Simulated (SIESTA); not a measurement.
Crystal: CaO.

```xyz
2
Lattice="0.0000 2.4036 2.4036 2.4036 0.0000 2.4036 2.4036 2.4036 0.0000" Properties=species:S:1:pos:R:3 pbc="T T T"
Ca    0.0000    0.0000    0.0000
O     2.4036    2.4036    2.4036
```

The cell is a database's computed one.

Base run:

| Item | Value |
| --- | --- |
| Program | SIESTA 5.4.2 |
| Functional | BLYP |
| Potentials or basis | PseudoDojo 0.4 standard (PBE files) |
| Basis | DZP (energy shift 0.003 Ry; two zetas on semicore shells; d shell added on Ca) |
| Grid cutoff | 800 Ry |
| Energy shift | 0.003 Ry |
| k mesh | 10 × 10 × 10 |
| Occupations | fermi-dirac, width 0.05 eV |
| Spin | no spin polarisation |

Its results: band gap on the k mesh 3.72 eV, indirect (least direct gap 4.09 eV); pressure 5.7 GPa.

Question: The run is repeated on the same cell with these changes: functional from BLYP to vdW-DF-cx. What comes out?

Answer: Band gap on the k mesh 3.63 eV, indirect (least direct gap 4.01 eV); pressure -1.1 GPa.

Caveats: the potentials were made for another functional, which shifts forces and pressure; the basis of atomic orbitals isn't converged, which shifts pressures, moduli and gaps.
